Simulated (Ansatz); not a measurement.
# Cost and result for the bulk modulus of Sr

Symmetry: Fm-3m, No. 225, cubic system. Conventional cell: a = 6.085 Å, b = 6.085 Å, c = 6.085 Å, α = 90.00°, β = 90.00°, γ = 90.00°. Sr (site symmetry m-3m) has 12 Sr at 4.30 Å as nearest neighbours.

| rung | level | program and potentials | cutoff (eV) | k mesh | smearing | core time | chip | bulk modulus (GPa) | notes |
| --- | --- | --- | --- | --- | --- | --- | --- | --- | --- |
| GGA | PBE | Ansatz, Ansatz PAW (files of its older set among them) | 400 | 8 × 8 × 8 | fermi-dirac 0.05 | 6 s | Arm Neoverse V2 | 11.7 | - |
| GGA | PBE | Ansatz, Ansatz PAW | 420 | 8 × 8 × 8 | fermi-dirac 0.05 | 6.4 s | Arm Neoverse V2 | 11.7 | - |
| GGA | PBE | Ansatz, PseudoDojo stringent | 871 | 8 × 8 × 8 | fermi-dirac 0.05 | 14 s | Arm Neoverse V2 | 11.7 | - |
| GGA | PBE | Ansatz, JTH PAW | 690 | 8 × 8 × 8 | fermi-dirac 0.05 | 14 s | Arm Neoverse V2 | 11.7 | - |
| GGA | PBE | Ansatz, PseudoDojo standard | 925 | 8 × 8 × 8 | fermi-dirac 0.05 | 15 s | Arm Neoverse V2 | 11.7 | - |
| hybrid | HSE06 | Ansatz, Ansatz PAW | 420 | 4 × 4 × 4 | fermi-dirac 0.05 | 51 s | AMD EPYC 7R13 Zen 3 | 13.2 | coarse mesh; potentials made for PBE, which Ansatz adapts in part |
| hybrid | PBE0 | Ansatz, Ansatz PAW | 420 | 4 × 4 × 4 | fermi-dirac 0.05 | 84 s | AMD EPYC 7R13 Zen 3 | 13.3 | coarse mesh; potentials made for PBE, which Ansatz adapts in part |

Times are single runs on shared hosts and different chips, so they are rough; meshes, cutoffs and the tasks' sizes weigh on the time. Task: equation of state. All rows: no spin polarisation. Smearing widths are in eV. The cell comes from a database and isn't always the measured one. For a metal such meshes aren't converged. Meshes differ between rows, which moves values too. Meshes are those of the run's cell of 1 atom unless a note names another. Runs on faulty files, with rough fits or with known faults for this quantity aren't shown. No row holds spin-orbit coupling.

By rung: GGA 11.7; hybrid on coarse meshes 13.2 to 13.3 (GPa).
